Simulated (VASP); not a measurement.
A run of VASP 6.6.1:

Contents of INCAR:

```
SYSTEM = Zr
PREC = Accurate
ENCUT = 520
EDIFF = 1E-6
ISMEAR = 0
SIGMA = 0.1
LREAL = .False.
LASPH = .True.
NELM = 100
ALGO = Fast
ISIF = 2
LWAVE = .False.
LCHARG = .False.
GGA = PE
NBANDS = 58
```

KPOINTS

```
Automatic mesh
0
Gamma
  8 8 8
  0 0 0
```

File POSCAR:

```
Zr
1.0
   -3.7151456887      3.7151456887      3.7151456887
    3.7151456887     -3.7151456887      3.7151456887
    3.7151456887      3.7151456887     -3.7151456887
Zr
8
Direct
    0.2500000000      0.2500000000      0.2500000000
    0.5000000000      0.0000000000      0.2500000000
    0.2500000000      0.5000000000      0.0000000000
    0.0000000000      0.2500000000      0.5000000000
    0.7500000000      0.7500000000      0.7500000000
    0.5000000000      0.0000000000      0.7500000000
    0.7500000000      0.5000000000      0.0000000000
    0.0000000000      0.7500000000      0.5000000000
```

Potentials or basis: VASP PAW PBE potentials, release 64 (Zr_sv).

Command:

```bash
$ cat potpaw_PBE.64/Zr_sv/POTCAR > POTCAR
$ mpirun -np 1 vasp_std > vasp.out
```

Hardware: 1 thread of AMD EPYC 9R14 (Zen 4) (shared host).

Task: Estimate the wall time of this run.

Result: Wall time 8.3 min on 1 thread of AMD EPYC 9R14 (Zen 4) (shared host), peak memory 0.42 GiB. Counts: scf iterations 25, k points 29.
